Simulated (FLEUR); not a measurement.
**MnO2 under changes of volume**

One of the cells (10.839 Å³/atom); the others are scaled copies at fixed shape and fractional positions:

```
CELL_PARAMETERS angstrom
2.85658 0.00000 0.00000
-1.42829 2.47387 0.00000
0.00000 0.00000 4.60137
ATOMIC_POSITIONS crystal
Mn 0.00000 0.00000 0.50000
O 0.33333 0.66667 0.70629
O 0.66667 0.33333 0.29371
```

Measurements of this composition are mostly on another form, of space group No. 136.

```yaml
Program: FLEUR MaX-R8.1 (later development tree)
Functional: LDA
Potentials_or_basis: all-electron
Basis: FLAPW
Kmax: 5.36 1/bohr
k_mesh: 11 × 11 × 6
Occupations: fermi-dirac, width 0.05 eV
Spin: collinear spin, ferromagnetic start
Starting_moments: "[4.0, 0.0, 0.0] μB"
```

```tsv
volume (Å³/atom)	energy over the lowest point (meV/atom)	gap on the mesh (eV)
10.189	2.84	0.21
10.405	0.00	0.29
10.839	12.60	0.45
11.273	45.38	0.59
11.489	?	?
```

Question: What does the run at 11.489 Å³/atom give?

Answer: Energy over the lowest point 67.93 meV/atom; gap on the mesh 0.66 eV.

Worked out: A Birch-Murnaghan fit of order 2 (a polynomial in V^(-2/3)) to the other rows has its minimum at 10.39 Å³/atom with B0 = V·E''(V) = 222 GPa at fixed shape and positions, which overstates the stiffness. It gives 68.09 meV/atom at 11.489 Å³/atom, against the run's 67.93. A straight line through the other rows of the gap, of slope 3.77 eV per unit of ln V, extrapolates to 0.66 eV, against the run's 0.66.

Energies are extrapolated to zero smearing.

Caveats: an odd mesh through Γ misses points on the zone boundary, where band edges often lie; a cell with one magnetic atom can't hold antiferromagnetic order, which such compounds often take.
